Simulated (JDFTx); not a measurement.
**RbBr: equation of state with LDA**

Crystal: RbBr.

```
CELL_PARAMETERS angstrom
0.00000 3.42700 3.42700
3.42700 0.00000 3.42700
3.42700 3.42700 0.00000
ATOMIC_POSITIONS crystal
Rb 0.00000 0.00000 0.00000
Br 0.50000 0.50000 0.50000
```

| Item | Value |
| --- | --- |
| Program | JDFTx 1.7.0 (patched build) |
| Task | equation of state |
| Functional | LDA |
| Potentials or basis | PseudoDojo-SR-LDA-0.4.1-standard with smoothed tails |
| Cutoff | 599 eV |
| Density cutoff | 4789 eV |
| k mesh | 7 × 7 × 7 |
| Occupations | fermi-dirac, width 0.05 eV |
| Spin | no spin polarisation |

```yaml
Equilibrium_volume: "37.06 Å³/atom (rough: see the caveat)"
Bulk_modulus: 18.5 GPa (rough)
```

Energy against volume, from the lowest point:
| volume (Å³/atom) | energy (meV/atom) |
| --- | --- |
| 37.833 | 0.00 |
| 38.638 | 2.67 |
| 39.443 | 6.89 |
| 40.248 | 12.46 |
| 41.053 | 19.22 |
| 41.858 | 26.98 |
| 42.663 | 35.65 |

Caveat: the minimum lies outside the volumes run.
